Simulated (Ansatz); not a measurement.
**Bi: changing the dispersion correction**

The cell as given:

Symmetry: R-3m, No. 166, trigonal system. Conventional cell: a = 4.535 Å, b = 4.535 Å, c = 11.814 Å, α = 90.00°, β = 90.00°, γ = 120.00°. Bi (site symmetry 3m) is surrounded by 6 Bi at 3.06 to 3.52 Å.

Kept alike: task relaxation of cell and atoms; functional PBEsol; k mesh 7 × 7 × 7; occupations fermi-dirac, width 0.05 eV; no spin polarisation. Program: Ansatz, Ansatz PAW, cutoff 420 eV. The mesh is that of the run's cell of 2 atoms. No spin-orbit coupling.

```csv
dispersion correction,volume (Å³/atom)
D3(BJ),32.552
D3(BJ)-ATM,32.697
D4,33.251
none,34.322
```

The relaxations keep at least the cell's symmetry (R-3m). Relaxations stop with a little pressure left, so the last digits of a volume or edge aren't settled. All rows use potentials made for PBE.

The volume runs from 32.552 (D3(BJ)) to 34.322 Å³/atom (none). Against no correction: D3(BJ) -5.2 %; D3(BJ)-ATM -4.7 %; D4 -3.1 %. Dispersion terms mostly attract and so lower the volume; the schemes' coefficients and damping set how far.
